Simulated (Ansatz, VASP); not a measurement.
# MgS (Niningerite) in VASP and in Ansatz

```
S Mg
1.0
     0.00000    2.56649    2.56649
     2.56649    0.00000    2.56649
     2.56649    2.56649    0.00000
S Mg
1 1
Direct
  0.50000 0.50000 0.50000
  0.00000 0.00000 0.00000
```

Change from the starting cell: volume scaled by 0.96.

Alike in both runs: task single point; functional LDA; k mesh 9 × 9 × 9; occupations fermi-dirac, width 0.05 eV; no spin polarisation.

|  | VASP | Ansatz |
| --- | --- | --- |
| version | VASP 6.6.1 | Ansatz 0.2.0 |
| potentials or method | VASP PAW LDA potentials, release 64 (S, Mg), cutoff 520 eV | all-electron LAPW, scalar-relativistic |

Ansatz gave:

* gap on the k mesh at the Fermi level (eV): 2.78
* least direct gap on the mesh (eV): 3.81
* pressure (GPa): -0.2

**Question.** Estimate VASP's values.

**Answer.** gap on the k mesh at the Fermi level (eV): 2.78; least direct gap on the mesh (eV): 3.82; pressure (GPa): -0.8.

Ansatz ran all-electron here, so the differences hold the error of VASP's frozen core and of both bases.

Caveats: an odd mesh through Γ misses points on the zone boundary, where band edges often lie.
